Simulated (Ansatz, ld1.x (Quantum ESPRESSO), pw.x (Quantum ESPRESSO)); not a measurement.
## From atom to crystal: RRKJ potential for strontium

* Element: Sr
* Generator: ld1.x (Quantum ESPRESSO) 7.5
* Type: norm-conserving RRKJ (Kleinman–Bylander form)
* Functional: PBE
* Relativity: scalar-relativistic
* Frozen core: [Kr]
* Valence charge: 2
* Reference configuration: 4d0 5s2 5p0
* Partial waves: 5p (bound, empty): rc 4.20 bohr; 4d (bound, empty): rc 3.05 bohr; 5s (bound): rc 3.35 bohr
* Local potential: the s channel
* Core correction: none
* rho0: 0.01

Crystal test: sc Sr in pw.x 7.5, no spin, 9³ k-points, Fermi–Dirac smearing 0.01 Ry, cutoffs 35/140 Ry. The lattice is a test structure that the element need not adopt, and mesh and smearing are coarse.

pw.x input:

```
&control
  calculation='scf', prefix='x', pseudo_dir='./', outdir='./tmp', tstress=.true., disk_io='none'
/
&system
  ibrav=0, nat=1, ntyp=1, ecutwfc=35, ecutrho=140, nbnd=8,
  occupations='smearing', smearing='fd', degauss=0.01
/
&electrons
  conv_thr=1e-09, mixing_beta=0.4, electron_maxstep=70
/
ATOMIC_SPECIES
Sr 1.0 Sr.UPF
CELL_PARAMETERS angstrom
  3.87928973 0.00000000 0.00000000
  0.00000000 3.87928973 0.00000000
  0.00000000 0.00000000 3.87928973
ATOMIC_POSITIONS crystal
Sr 0.0000 0.0000 0.0000
K_POINTS automatic
9 9 9 0 0 0
```

```bash
pw.x < Sr.scf.in > Sr.scf.out
```

Task: How does the run end?

Result: It converges; the pressure is -0.61 GPa against -0.03 GPa from all-electron LAPW. The largest radius (4.20 bohr) exceeds half the bond length (3.67 bohr), so the spheres overlap, which is one possible source of error among others. This is a poor potential for the solid. The log shows:

```
     number of electrons       =         2.00
     number of Kohn-Sham states=            8
     kinetic-energy cutoff     =      35.0000  Ry
     charge density cutoff     =     140.0000  Ry
     scf convergence threshold =      1.0E-09
     Exchange-correlation= PBE
     number of k points=    35  Fermi-Dirac smearing, width (Ry)=  0.0100
     iteration #  1     ecut=    35.00 Ry     beta= 0.40
     total energy              =      -1.30218292 Ry
     estimated scf accuracy    <       0.00205992 Ry
     iteration #  2     ecut=    35.00 Ry     beta= 0.40
     total energy              =      -1.30346023 Ry
     estimated scf accuracy    <       0.00084351 Ry
     iteration #  3     ecut=    35.00 Ry     beta= 0.40
     total energy              =      -1.30373728 Ry
     estimated scf accuracy    <       0.00004226 Ry
     iteration #  4     ecut=    35.00 Ry     beta= 0.40
     total energy              =      -1.30372426 Ry
     estimated scf accuracy    <       0.00000620 Ry
     iteration #  5     ecut=    35.00 Ry     beta= 0.40
     total energy              =      -1.30376271 Ry
     estimated scf accuracy    <       0.00001991 Ry
     iteration #  6     ecut=    35.00 Ry     beta= 0.40
     total energy              =      -1.30377303 Ry
     estimated scf accuracy    <       0.00000026 Ry
     iteration #  7     ecut=    35.00 Ry     beta= 0.40
     the Fermi energy is     1.3907 ev
!    total energy              =      -1.30377341 Ry
     estimated scf accuracy    <          1.9E-10 Ry
     smearing contrib. (-TS)   =      -0.00607956 Ry
     The total energy is F=E-TS. E is the sum of the following terms:
     one-electron contribution =       0.89507586 Ry
     hartree contribution      =       0.00060728 Ry
     xc contribution           =      -0.64522430 Ry
     ewald contribution        =      -1.54815269 Ry
     convergence has been achieved in   7 iterations
          total   stress  (Ry/bohr**3)                   (kbar)     P=       -6.08
     Message from routine punch:
     Nothing written, as per user request (disk_io='none')
```
